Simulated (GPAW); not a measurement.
Here is a GPAW 26.7.0 calculation.

The input run.py:

```python
from ase import Atoms
from ase.filters import FrechetCellFilter
from ase.io import write
from ase.optimize import BFGS
from ase.units import GPa
from gpaw import GPAW, PW, setup_paths

setup_paths.insert(0, '.')

atoms = Atoms(['Zn', 'Zn'],
              cell=[[2.67, 0.0, 0.0],
                    [-1.335, 2.3122878281, 0.0],
                    [0.0, 0.0, 4.966]],
              scaled_positions=[[0.6666666667, 0.3333333333, 0.75],
                                [0.3333333333, 0.6666666667, 0.25]],
              pbc=True)

calc = GPAW(mode=PW(600),
            xc='PBEsol',
            kpts={'size': (8, 8, 4), 'gamma': True},
            occupations={'name': 'fermi-dirac', 'width': 0.05},
            nbands=21,
            convergence={'density': 1e-05, 'forces': 0.0001},
            maxiter=150,
            txt='gpaw.txt')
atoms.calc = calc
opt = BFGS(FrechetCellFilter(atoms, scalar_pressure=2 * GPa), trajectory='relax.traj', logfile='-')
done = opt.run(fmax=0.02, steps=60)
calc.write('gs.gpw')
write('result.traj', atoms)
print('Converged:', done)
print('Cell:', atoms.cell.cellpar().round(4))
print('Volume:', round(atoms.get_volume(), 4))
print(atoms.get_scaled_positions().round(5))
```

Potentials or basis: PAW data sets generated in the run's folder for this functional, pw.

The run is started by

```sh
$ gpaw-setup -f PBEsol Zn
$ OMP_NUM_THREADS=1 python run.py
```

Question: Predict the band gap on the k mesh.

Answer: None (metal or under the smearing width).

Question: Predict the relaxed cell.

Answer: a = 2.668 Å, b = 2.668 Å, c = 4.432 Å, α = 90.00°, β = 90.00°, γ = 120.00°.

Question: What does it give for the relaxed volume?

Answer: 13.67 Å³/atom.

Step by step:
| step | energy change (eV) | largest force (eV/Å) | pressure (GPa) | volume (Å³) |
| --- | --- | --- | --- | --- |
| 1 | 0.0000 | 0.0000 | -5.70 | 30.66 |
| 2 | -0.0162 | 0.0000 | -4.74 | 30.18 |
| 3 | -0.0402 | 0.0000 | 4.80 | 27.02 |
| 4 | -0.0536 | 0.0000 | 2.47 | 27.58 |
| 5 | -0.0592 | 0.0000 | 1.90 | 27.68 |
| 6 | -0.0823 | 0.0000 | 0.76 | 27.67 |
| 7 | -0.0905 | 0.0002 | -0.17 | 27.95 |
| 8 | -0.1050 | 0.0001 | 0.55 | 27.69 |
| 9 | -0.1069 | 0.0000 | 0.56 | 27.68 |
| 10 | -0.1067 | 0.0000 | 0.73 | 27.64 |
| 11 | -0.1041 | 0.0000 | 1.90 | 27.33 |

Caveat: later steps reuse the first step's grids.
